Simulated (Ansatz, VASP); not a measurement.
# NaH in VASP and in Ansatz

```
Na H
1.0
     2.80737    0.00000    0.00000
     0.00000    2.80737    0.00000
     0.00000    0.00000    2.88125
Na H
1 1
Direct
  0.00000 0.00000 0.00000
  0.50000 0.50000 0.50000
```

Change from the starting cell: strain -0.050 along x and y, -0.025 along z, atoms carried along.

Alike in both runs: task single point; functional r2SCAN; k mesh 10 × 10 × 10; occupations gaussian, width 0.05 eV; no spin polarisation.

|  | VASP | Ansatz |
| --- | --- | --- |
| version | VASP 6.6.1 | Ansatz 0.2.0 |
| potentials or method | VASP PAW PBE potentials, release 64 (Na_pv, H) | scalar-relativistic, plane waves, PAW |
| plane-wave cutoff (eV) | 520 | 500 |
| valence electrons in the cell | 8 | 10 |

```csv
,VASP,Ansatz,Ansatz less VASP
gap on the k mesh at the Fermi level (eV),1.45,1.43,-0.014
least direct gap on the mesh (eV),5.45,5.44,-0.006
pressure (GPa),2.9,3.2,+0.33
largest component of the traceless stress (GPa),2.31,2.40,+0.082
```

With one functional, cell and mesh, what is left measures potentials, basis and numerics. The two sets of potentials don't hold the same shells in valence.

Caveats: the PAW data sets were made with another functional, which shifts forces and pressure a little (VASP). A k mesh can miss the band edges.
